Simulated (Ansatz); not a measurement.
Clean, relaxed (001) surface of C, space group P6_3/mmc (No. 194) (top face towards +c; atoms held fixed, by place in the list: 1, 2):

```
CELL_PARAMETERS angstrom
2.46498 0.00000 0.00000
-1.23249 2.13474 0.00000
0.00000 0.00000 23.73843
ATOMIC_POSITIONS crystal
C 0.00000 0.00000 0.35807
C 0.33333 0.66667 0.35807
C 0.00000 0.00000 0.50000
C 0.66667 0.33333 0.50000
C 0.00000 0.00000 0.64193
C 0.33333 0.66667 0.64193
```

All numbers below come from DFT PBE+D3(BJ), scalar-relativistic, plane waves, PAW in Ansatz. Plane waves to 420 eV, a k mesh through Γ of 12×12×1 on the computed 6-atom cell and Gaussian smearing (0.10 eV); no spin polarisation. The cell repeats along c with a dipole correction in the vacuum.

O (atom) is adsorbed on the top face, one adsorbate per 5.3 Å², and relaxed from 3 starting sites (fractions of a and b). The adsorption energy is E(slab + adsorbate) − E(slab) − E(free adsorbate, spin-polarised where open-shell). Heights count from the highest slab atom after relaxation. Δφ is the top face's. Δp counts per cell along +c. Bonded neighbours lie within 1.25 times the sum of covalent radii (1.35 for H) and, on that scale, within 12 % of the closest. With the adsorbate the cell is lengthened along c to keep the vacuum.

```json
{"start": "top (C) at (0.00, 0.00)", "ends at": "(0.00, 0.00), 1 bonded neighbour (C)", "E_ads (eV)": "-0.65", "height (Å)": "1.38", "shortest contact": "O–C 1.38 Å", "Δφ (eV)": "+3.54", "Δp (e·Å)": "-0.103"}
{"start": "hollow (C-C) at (0.67, 0.33), 1.0 Å under the top layer", "ends at": "(0.67, 0.33), 0 bonded neighbours, largest slab move 2.3 Å", "E_ads (eV)": "-0.37", "height (Å)": "-2.94", "shortest contact": "O–C 2.72 Å", "Δφ (eV)": "+1.12", "Δp (e·Å)": "-0.031"}
{"start": "bridge (C-C) at (0.17, 0.33)", "ends at": "(0.30, 0.59), 2 bonded neighbours (C), largest slab move 0.6 Å", "E_ads (eV)": "-1.99", "height (Å)": "1.24", "shortest contact": "O–C 1.43 Å", "Δφ (eV)": "+2.96", "Δp (e·Å)": "-0.089"}
```

Among the sites tried, the lowest end comes from the bridge (C-C) at (0.17, 0.33) start; other sites may lie lower.

Each end is the local minimum or symmetric point that its start leads to. Where slab atoms move by over 1 Å the face has restacked or been rebuilt, which that row's energy includes. The slab is only 6.7 Å thick, so the energies aren't converged with thickness.

Spin polarisation was left out, and a magnetic state may lie lower.